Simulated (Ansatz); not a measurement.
## Strain and the gap of AlN (rocksalt)

AlN built on the rocksalt prototype, relaxed with r2SCAN in Ansatz. Space group Fm-3m (No. 225), cubic; conventional cell a = 4.038 Å, 8.23 Å³ an atom. Al has 6 N at 2.02 Å; N has 6 Al at 2.02 Å.

The axes x, y and z are those of this cell:
```
Al N
1.0
     0.00000    2.01887    2.01887
     2.01887    0.00000    2.01887
     2.01887    2.01887    0.00000
Al N
1 1
Direct
  0.00000 0.00000 0.00000
  0.50000 0.50000 0.50000
```

Unstrained: With PBE the valence top lies at Γ and the conduction bottom at X, 4.669 eV higher; the smallest vertical gap, at Γ, is 5.726 eV. The r2SCAN gap is indirect, 5.522 eV (Γ to X), below the direct gap of 6.530 eV at Γ. HSE06 gives an indirect gap of 6.083 eV, from Γ to X; the least direct gap is 7.266 eV at Γ. Meshes: PBE 10×10×10, r2SCAN 10×10×10, HSE06 8×8×8. Strains are changes of length per length. After each strain the atoms were relaxed again with r2SCAN within the symmetry that the strain leaves, so tilts or polar shifts that break it weren't tested; points keep the names that they have in the unstrained zone. Simulation only: spin-unpolarised, and no claim that this is the phase found in nature.

Changes of the least gap in eV (an overlap counts as a negative gap):
```
                          strain  volume change (%)  space group     PBE  r2SCAN   HSE06  G0W0@PBE (mesh)  energy rise, r2SCAN (meV/atom)
isotropic -4.0 % on every length              -11.5        Fm-3m  +0.376  +0.256  +0.256            +0.14                           114.9
isotropic -3.0 % on every length               -8.7        Fm-3m  +0.442  +0.321  +0.312            +0.17                            62.7
isotropic -2.0 % on every length               -5.9        Fm-3m  +0.504  +0.381  +0.362            +0.19                            27.1
isotropic -1.0 % on every length               -3.0        Fm-3m  +0.297  +0.310  +0.324            +0.21                             6.6
isotropic +1.0 % on every length               +3.0        Fm-3m  -0.287  -0.300  -0.314            -0.34                             6.2
isotropic +2.0 % on every length               +6.1        Fm-3m  -0.563  -0.589  -0.618            -0.68                            24.1
isotropic +3.0 % on every length               +9.3        Fm-3m  -0.829  -0.869  -0.911            -1.00                            52.7
isotropic +4.0 % on every length              +12.5        Fm-3m  -1.086  -1.140  -1.196            -1.32                            91.0
```
Unstrained, G0W0@PBE with 68 empty bands, a screening cutoff of 150 eV and a 6×6×6 mesh gives 6.32 eV on its mesh; the band count follows the volume. No extrapolation in bands, cutoff or mesh was made for G0W0.

Isotropic -4.0 % on every length. HSE06: the gap goes from 6.083 to 6.339 eV (+0.256 eV). Stress change with r2SCAN, compression positive: xx +42.89, yy +42.89, zz +42.89 GPa. For HSE06, dE_g/d ln V = -2.1 eV over this step.

Isotropic -3.0 % on every length. HSE06: the gap goes from 6.083 to 6.395 eV (+0.312 eV). Stress change with r2SCAN, compression positive: xx +30.14, yy +30.14, zz +30.14 GPa. For HSE06, dE_g/d ln V = -3.4 eV over this step.

Isotropic -2.0 % on every length. HSE06: the gap goes from 6.083 to 6.445 eV (+0.362 eV). Stress change with r2SCAN, compression positive: xx +18.83, yy +18.83, zz +18.83 GPa. For HSE06, dE_g/d ln V = -6.0 eV over this step.

Isotropic -1.0 % on every length. HSE06: the gap goes from 6.083 to 6.407 eV (+0.324 eV). Stress change with r2SCAN, compression positive: xx +8.83, yy +8.83, zz +8.83 GPa. For HSE06, dE_g/d ln V = -10.8 eV over this step.

Isotropic +1.0 % on every length. HSE06: the gap goes from 6.083 to 5.769 eV (-0.314 eV). Stress change with r2SCAN, compression positive: xx -7.77, yy -7.77, zz -7.77 GPa. For HSE06, dE_g/d ln V = -10.5 eV over this step.

Isotropic +2.0 % on every length. HSE06: the gap goes from 6.083 to 5.465 eV (-0.618 eV). Stress change with r2SCAN, compression positive: xx -14.59, yy -14.59, zz -14.59 GPa. For HSE06, dE_g/d ln V = -10.4 eV over this step.

Isotropic +3.0 % on every length. HSE06: the gap goes from 6.083 to 5.172 eV (-0.911 eV). Stress change with r2SCAN, compression positive: xx -20.55, yy -20.55, zz -20.55 GPa. For HSE06, dE_g/d ln V = -10.3 eV over this step.

Isotropic +4.0 % on every length. HSE06: the gap goes from 6.083 to 4.887 eV (-1.196 eV). Stress change with r2SCAN, compression positive: xx -25.74, yy -25.74, zz -25.74 GPa. For HSE06, dE_g/d ln V = -10.2 eV over this step.

The meshes of the hybrids are coarse, so their gaps aren't converged to the digits shown.
